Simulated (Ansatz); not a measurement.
**From the elastic tensor of PtSe2 to moduli and sound speeds**

The calculation used Ansatz, DFT PBEsol, scalar-relativistic, plane waves, PAW. Cutoff 420 eV, 12×12×8 k-points (Γ-centred), Fermi-Dirac smearing of 0.15 eV. No spin polarisation.

The structure is trigonal, space group P-3m1 (No. 164). The conventional cell has a = 3.761 Å, b = 3.761 Å, c = 4.859 Å, α = 90.00°, β = 90.00°, γ = 120.00°. Pt (site symmetry -3m) is surrounded by 6 Se at 2.51 Å. Around Se (site symmetry 3m) lie 3 Pt at 2.51 Å.

In a metal, frequencies and elastic constants depend on the k mesh and the smearing, soft modes and shear constants most. Spin–orbit coupling is left out, which matters for heavy elements. A semilocal functional can close a gap that the real compound has.

Relaxed-ion constants (GPa, on the Cartesian axes of the calculation):
C11 = 186.1, C12 = 62.7, C13 = 37.1, C14 = -19.8, C22 = 186.1, C23 = 37.1, C24 = 19.8, C33 = 51.5, C44 = 36.5, C55 = 36.5, C56 = -19.8, C66 = 61.7 GPa; the others vanish.

Density 9.850 g/cm³; 3 atoms in 59.51 Å³.

The values that follow are for a polycrystal of randomly turned grains, by Hill's mean where one number stands. In a crystal this anisotropic the Voigt and Reuss bounds lie far apart, so Hill's mean and the sound speeds and Debye temperature from it are rough.

With S = C⁻¹: B_V = (C11+C22+C33+2(C12+C13+C23))/9, G_V = (C11+C22+C33−C12−C13−C23+3(C44+C55+C66))/15, 1/B_R = S11+S22+S33+2(S12+S13+S23), 15/G_R = 4(S11+S22+S33−S12−S13−S23)+3(S44+S55+S66); Hill is their mean. Then v_l = √((B+4G/3)/ρ), v_t = √(G/ρ), v_m = [(2/v_t³+1/v_l³)/3]^(−1/3) and Θ = (ħ/k_B)·v_m·(6π²n/V)^(1/3) for n atoms in the volume V; E = 9BG/(3B+G), ν = (3B−2G)/(2(3B+G)) and A^U = 5G_V/G_R + B_V/B_R − 6.

| Quantity | Value |
| --- | --- |
| Bulk modulus, Voigt / Reuss / Hill | 77.5 / 49.5 / 63.5 GPa |
| Shear modulus, Voigt / Reuss / Hill | 46.0 / 32.9 / 39.5 GPa |
| Young's modulus | 98 GPa |
| Poisson ratio | 0.242 |
| Pugh ratio B/G | 1.61 (under 1.75, the rule of thumb for brittle) |
| Universal anisotropy index | 2.56 |
| Longitudinal and transverse sound speeds | 3434 and 2002 m/s |
| Debye temperature from the mean sound speed | 244 K |

Cost: 1 run of about 10 core-minutes, on Arm Neoverse V2 (shared hosts).

PtSe2 is much stiffer within its layers than across them: C11 is 186.1 GPa, against 51.5 GPa for C33. In-plane strain stretches and bends the covalent Pt–Se bonds, whereas strain along c mainly changes the weaker Se–Se contacts between layers. Hydrostatic pressure is therefore taken up mostly along c, and this soft direction pulls the Reuss bulk modulus well below the Voigt value. The nonzero C14, allowed by the trigonal symmetry, couples basal strain to shear between the layers.

The c axis is clearly shorter than that known for bulk PtSe2, probably because PBEsol overbinds the overlapping Se p states across the gap, even without an explicit dispersion term. C33 and C44 are then likely too high, and the real crystal more anisotropic than calculated. The tensor meets the elastic stability criteria for homogeneous strain, which doesn't rule out instabilities at finite wavevector. Nor does the Pugh ratio settle how the material fails, since a layered crystal can cleave or glide easily between its sheets whatever its averaged moduli.
